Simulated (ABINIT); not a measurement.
# InP (F-43m) in ABINIT: further runs, part 2 of 2

ABINIT 10.8.3 (patched build). The steps go on from the part before.

**4. Equation of state, LDA**

File run.abi:

```
# Datasets: one volume each
ndtset 7
getwfk -1
scalecart1 3*0.9795861087
scalecart2 3*0.9864848297
scalecart3 3*0.9932883884
scalecart4 3*1.0000000000
scalecart5 3*1.0066227096
scalecart6 3*1.0131594038
scalecart7 3*1.0196128224

# Pseudopotentials
pp_dirpath "./"
pseudos "In.LDA_PW-JTH.xml, P.LDA_PW-JTH.xml"

# Structure
acell 3*1.0
rprim
     0.0000000000     5.5378424082     5.5378424082
     5.5378424082     0.0000000000     5.5378424082
     5.5378424082     5.5378424082     0.0000000000
ntypat 2
znucl 49 15
natom 2
typat 1 2
xred
     0.0000000000     0.0000000000     0.0000000000
     0.7500000000     0.7500000000     0.7500000000

# Plane-wave basis
ecut 408.170794 eV
pawecutdg 30.0

# k points
kptopt 1
ngkpt 8 8 8
nshiftk 1
shiftk 0.0 0.0 0.0

# Exchange and correlation
ixc 7

# Bands and occupations
nband 13
occopt 3
tsmear 0.05 eV

# SCF cycle
nstep 100
tolvrs 1.0e-9

# Output
iomode 3
prtwf 1
prtden 0
prteig 0
prtebands 0
enunit 2
```

Potentials or basis: JTH PAW LDA v2.0.

Started as:

```
> abinit run.abi > log 2>&1
```

Wall time 64 s (1 thread of Arm Neoverse V1, shared host); peak memory 0.12 GiB.

Results (log left out):

| Item | Value |
| --- | --- |
| Equilibrium volume | 24.72 Å³/atom |
| Bulk modulus | 71 GPa |
| Pressure derivative of the bulk modulus | 5.0 |

Energy against volume, from the lowest point:
| volume (Å³/atom) | energy (meV/atom) |
| --- | --- |
| 23.657 | 11.08 |
| 24.160 | 2.94 |
| 24.663 | 0.00 |
| 25.167 | 1.63 |
| 25.670 | 7.39 |
| 26.173 | 16.66 |
| 26.677 | 29.18 |

Caveat: the cutoff is too short for stress, so the log's stress isn't used; pressures at fixed basis lie under the slope of the energies.

**5. Band structure, PBE**

File run.abi:

```
# Datasets: ground state, then fixed potential
ndtset 2

# Pseudopotentials
pp_dirpath "./"
pseudos "In.GGA_PBE-JTH_sp.xml, P.GGA_PBE-JTH.xml"

# Structure
acell 3*1.0 Angstrom
rprim
     0.0000000000     2.9305000000     2.9305000000
     2.9305000000     0.0000000000     2.9305000000
     2.9305000000     2.9305000000     0.0000000000
ntypat 2
znucl 49 15
natom 2
typat 1 2
xred
     0.0000000000     0.0000000000     0.0000000000
     0.7500000000     0.7500000000     0.7500000000

# Plane-wave basis
ecut 20.0
pawecutdg 40.0

# Exchange and correlation
ixc 11

# Bands and occupations
occopt 3
tsmear 0.00183747

# SCF cycle
nstep 100

# Output
iomode 3
prtwf 0
prteig 0
prtebands 0
prtden1 1

# Dataset 1
kptopt1 1
ngkpt1 8 8 8
nshiftk1 1
shiftk1 0.0 0.0 0.0
nband1 8
tolvrs1 1.0e-9

# Dataset 2: bands along G-X-W-K-G-L-U-W-L-K
iscf2 -2
getden2 1
nband2 12
nbdbuf2 2
tolwfr2 1.0e-12
kptopt2 -9
ndivsm2 8
prteig2 1
kptbounds2
     0.0000000000     0.0000000000     0.0000000000
     0.5000000000     0.0000000000     0.5000000000
     0.5000000000     0.2500000000     0.7500000000
     0.3750000000     0.3750000000     0.7500000000
     0.0000000000     0.0000000000     0.0000000000
     0.5000000000     0.5000000000     0.5000000000
     0.6250000000     0.2500000000     0.6250000000
     0.5000000000     0.2500000000     0.7500000000
     0.5000000000     0.5000000000     0.5000000000
     0.3750000000     0.3750000000     0.7500000000
```

Potentials or basis: JTH PAW PBE v2.0 sp.

Started as:

```
> abinit run.abi > log 2>&1
```

run.abo:

```text
.Version 10.8.3 of ABINIT
 DATASET    1 : space group F-4 3 m (#216); Bravais cF (face-center cubic)
================================================================================
 Values of the parameters that define the memory need for DATASET  1.
     intxc =       0    ionmov =       0      iscf =      17    lmnmax =      13
     lnmax =       5     mgfft =      32  mpssoang =       3    mqgrid =    3001
     natom =       2  nloc_mem =       2    nspden =       1   nspinor =       1
    nsppol =       1      nsym =      24    n1xccc =       1    ntypat =       2
    occopt =       3   xclevel =       2
       mpw =        1475          nfft =       32768          nkpt =          29
 PAW method is used; the additional fine FFT grid is defined by:
   mgfftf=        48    nfftf =    110592
================================================================================
================================================================================

 DATASET    2 : space group F-4 3 m (#216); Bravais cF (face-center cubic)
================================================================================
 Values of the parameters that define the memory need for DATASET  2.
     intxc =       0    ionmov =       0      iscf =      -2    lmnmax =      13
     lnmax =       5     mgfft =      32  mpssoang =       3    mqgrid =    3001
     natom =       2  nloc_mem =       2    nspden =       1   nspinor =       1
[... 1064 lines left out ...]
  -0.34764    0.03509    0.06125    0.06125    0.13629    0.21062    0.23757    0.23757
   0.37725    0.41147    0.41394    0.49159
 kpt#   6, nband= 12, wtk=  1.00000, kpt=  0.1087  0.0000  0.1087 (reduced coord)
  -0.34555    0.02339    0.05635    0.05635    0.14710    0.20474    0.24472    0.24472
[... 386 lines left out ...]
  -0.28037   -0.13040   -0.04358    0.01083    0.16924    0.25365    0.31542    0.32068
   0.38912    0.42722    0.52465    0.55380
 kpt# 136, nband= 12, wtk=  1.00000, kpt=  0.4018  0.4018  0.6964 (reduced coord)
  -0.27816   -0.13064   -0.04804    0.00778    0.16657    0.25331    0.32533    0.32559
   0.38279    0.42578    0.53932    0.56338
 kpt# 137, nband= 12, wtk=  1.00000, kpt=  0.3929  0.3929  0.7143 (reduced coord)
  -0.27621   -0.13138   -0.05059    0.00499    0.16388    0.24928    0.33388    0.33520
   0.37736    0.42582    0.54897    0.57594
 kpt# 138, nband= 12, wtk=  1.00000, kpt=  0.3839  0.3839  0.7321 (reduced coord)
  -0.27469   -0.13241   -0.05125    0.00254    0.16140    0.24288    0.34373    0.34386
   0.37384    0.42775    0.55178    0.58915
 kpt# 139, nband= 12, wtk=  1.00000, kpt=  0.3750  0.3750  0.7500 (reduced coord)
  -0.27376   -0.13337   -0.05022    0.00046    0.15926    0.23526    0.35064    0.35070
   0.37551    0.43194    0.54880    0.58407

== END DATASET(S) ==============================================================
================================================================================

 -outvars: echo values of variables after computation  --------
            acell      1.8897261259E+00  1.8897261259E+00  1.8897261259E+00 Bohr
           etotal1    -8.7485914524E+00
            fcart1     1.2155660196E-29 -1.2155660196E-29  1.2155660196E-29
                      -1.2155660196E-29  1.2155660196E-29 -1.2155660196E-29
            rprim      0.0000000000E+00  2.9305000000E+00  2.9305000000E+00
                       2.9305000000E+00  0.0000000000E+00  2.9305000000E+00
                       2.9305000000E+00  2.9305000000E+00  0.0000000000E+00
           strten1    -1.9384497238E-04 -1.9384497238E-04 -1.9384497238E-04
                       0.0000000000E+00  0.0000000000E+00  0.0000000000E+00
           xangst      0.0000000000E+00  0.0000000000E+00  0.0000000000E+00
                       4.3957500000E+00  4.3957500000E+00  4.3957500000E+00
             xred      0.0000000000E+00  0.0000000000E+00  0.0000000000E+00
                       7.5000000000E-01  7.5000000000E-01  7.5000000000E-01
 Calculation completed.
```

It took 41 s on 1 thread of Arm Neoverse V1, shared host; peak memory 0.14 GiB.

What came out:

| Item | Value |
| --- | --- |
| Free energy | -238.0613 eV |
| Band gap on the k mesh | 0.80 eV, direct |
| Valence electrons inside the program's atomic spheres | In 2.39; P 1.59 |

Levels at the corners of the path, in eV from the valence-band top:
| point | band 1 | band 2 | band 3 | band 4 | band 5 | band 6 | band 7 | band 8 |
| --- | --- | --- | --- | --- | --- | --- | --- | --- |
| Γ | -11.50 | 0.00 | 0.00 | 0.00 | 0.80 | 4.14 | 4.14 | 4.14 |
| X | -9.36 | -5.73 | -2.31 | -2.31 | 1.78 | 2.30 | 9.34 | 9.63 |
| W | -9.31 | -5.56 | -2.98 | -2.89 | 4.34 | 4.46 | 5.64 | 6.24 |
| K | -9.39 | -5.57 | -3.31 | -1.93 | 2.39 | 4.46 | 7.60 | 7.60 |
| Γ | -11.50 | 0.00 | 0.00 | 0.00 | 0.80 | 4.14 | 4.14 | 4.14 |
| L | -9.99 | -5.71 | -0.96 | -0.96 | 1.56 | 4.84 | 4.84 | 7.19 |
| U | -9.39 | -5.57 | -3.31 | -1.93 | 2.39 | 4.46 | 7.60 | 7.60 |
| W | -9.31 | -5.56 | -2.98 | -2.89 | 4.34 | 4.46 | 5.64 | 6.24 |
| L | -9.99 | -5.71 | -0.96 | -0.96 | 1.56 | 4.84 | 4.84 | 7.19 |
| K | -9.39 | -5.57 | -3.31 | -1.93 | 2.39 | 4.46 | 7.60 | 7.60 |

Caveat: the cutoff is too short for stress, so the log's stress isn't used; spin-orbit coupling is left out, which moves the levels of the heavy elements; this set keeps more shells in the core, which shifts pressures and gaps.

**6. The runs side by side**

```csv
task,level,potentials or basis,cutoff (eV),fine-grid cutoff,V0 of scaled cells (Å³/atom),B0 (GPa)
equation of state,PBE+D3,JTH PAW PBE v2.0,544,1088.46 eV,25.94,62
equation of state,revPBE,JTH PAW PBE v2.0,544,1088.46 eV,-,-
equation of state,LDA,JTH PAW LDA v2.0,408,816.342 eV,24.72,71
band structure,PBE,JTH PAW PBE v2.0 sp,544,1088.46 eV,-,-
```

Alike in all rows: no spin polarisation; cell as given; k mesh 8 × 8 × 8; smearing fermi-dirac 0.05 eV.

Caveats: pressures at fixed basis lie under the slope of the energies (some runs); the minimum lies outside the volumes run (some runs); the PAW data sets were made with another functional, which shifts forces and pressure a little (some runs); spin-orbit coupling is left out, which moves the levels of the heavy elements (some runs); this set keeps more shells in the core, which shifts pressures and gaps (some runs).

Total energies depend on the potentials used, so only differences within one code and one set of settings carry meaning.

**7. Comparison with measurements**

Step 2. Against the measured bulk modulus of InP, 71 GPa (a printed reference work, data compilation), the calculated 62 GPa is off by -13.2 %. The fit is for a static lattice scaled at fixed shape and fixed fractional positions.

Step 4. Measured bulk modulus of InP: 71 GPa (a printed reference work, data compilation). This calculation gives 71 GPa (-0.4 %). The fit is for a static lattice scaled at fixed shape and fixed fractional positions.

Step 5. Measured gap of InP: 1.4236 eV (direct; 1.6 K; a printed reference work, data compilation). This calculation gives 0.80 eV (-0.62 eV). Spin-orbit coupling on In is left out. The value is that of PBE, without temperature or zero-point motion. Semilocal functionals fall short of measured gaps as a rule.
